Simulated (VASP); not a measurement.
Write the native input for VASP 6.6.1 that does the following.

```
Task                   : single point
Functional             : PBEsol
Potentials or basis    : VASP PAW PBE potentials, release 64 (Na_pv, Cl)
Cutoff                 : 520 eV
k mesh                 : 2 × 2 × 2
Occupations            : fermi-dirac, width 0.1 eV
Spin                   : no spin polarisation
Dipole correction      : no
Further INCAR settings : LREAL = Auto; ALGO = Fast; EDIFF = 1e-06; NBANDS = 66
```

The structure of Na8Cl7 (a cell with a defect) lies in POSCAR:

```
Na8Cl7
1.0
    0.0000000000      5.6288036800      5.6288036800
    5.6288036800      0.0000000000      5.6288036800
    5.6288036800      5.6288036800      0.0000000000
Na Cl
8 7
Direct
    0.0014483539     -0.0005961302     -0.0000340214
    0.0025716832      0.0004046153      0.4987177844
    0.0024687306      0.4984341540      0.0006637290
    0.0026909803      0.4982394412      0.4986707939
    0.5009218939      0.0002245593      0.0003807203
    0.5005370875      0.0004112774      0.4986413028
    0.5007330439      0.4988138083      0.0005951531
    0.5014578871      0.4994153571      0.4999939881
    0.2516427256      0.2495138541      0.2494399485
    0.2515960017      0.2493313997      0.7496469481
    0.2514654233      0.7494382003      0.2498618854
    0.2513574963      0.7494539230      0.7498731951
    0.7514634087      0.2495002633      0.2498257321
    0.7514821515      0.7494030241      0.2499439632
    0.7515560571      1.2493879517      0.7497912061
```

One way to write it, as run:

INCAR

```
PREC = Accurate ; ENCUT = 520
EDIFF = 1E-6 ; ISMEAR = -1
SIGMA = 0.1 ; LREAL = Auto
LASPH = T ; NELM = 80
ALGO = Fast ; ISIF = 2
LWAVE = F ; LCHARG = F
GGA = PS ; NBANDS = 66
```

KPOINTS

```
Automatic mesh
0
Gamma
  2 2 2
```

Potentials or basis: VASP PAW PBE potentials, release 64 (Na_pv, Cl).

Launch:

```console
$ cat potpaw_PBE.64/Na_pv/POTCAR potpaw_PBE.64/Cl/POTCAR > POTCAR
$ mpirun -np 1 vasp_std > vasp.out
```

Results of the run:

| Property | Result |
| --- | --- |
| Pressure | -0.1 GPa |
| Largest force | 0.005 eV/Å |
| Band gap on the k mesh | none (metal or under the smearing width) |

Caveat: the k mesh is coarse (spacing up to 0.48 Å⁻¹), so the values aren't converged; the PAW data sets were made with another functional, which shifts forces and pressure a little; an odd number of electrons without spin polarisation forces a metal; a magnetic or distorted state may lie lower.

It took 3.3 min on 1 thread of Intel(R) Xeon(R) 6975P-C (Granite Rapids), on a shared host, peak memory 0.51 GiB.
